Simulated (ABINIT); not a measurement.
The system is W.

```xyz
1
Lattice="-1.5823 1.5823 1.5823 1.5823 -1.5823 1.5823 1.5823 1.5823 -1.5823" Properties=species:S:1:pos:R:3 pbc="T T T"
W     0.0000    0.0000    0.0000
```

Program: ABINIT 10.8.3 (patched build). Alike in all runs: no spin polarisation; cell as given; smearing fermi-dirac 0.05 eV.

**Question.** Order these runs on this cell by their pressure, lowest first.
A. level r2SCAN; potentials or basis JTH PAW PBE v2.0; k mesh 16 × 16 × 16; cutoff (eV) 490; fine-grid cutoff 979.61 eV
B. level r2SCAN; potentials or basis PseudoDojo NC SR PBE v0.4.1 standard; k mesh 12 × 12 × 12; cutoff (eV) 1197
C. level PBEsol; potentials or basis PseudoDojo NC SR PBEsol v0.4.1 standard; k mesh 12 × 12 × 12; cutoff (eV) 1007

**Answer.** C (-2.8 GPa), B (-0.5 GPa), A (2.1 GPa).

Caveats: a meta-GGA on potentials with a model core is unreliable (some runs); the potentials were made for another functional, which shifts forces and pressure (some runs); the PAW data sets were made with another functional, which shifts forces and pressure a little (some runs).

Runs at the PBE level aren't shown here.
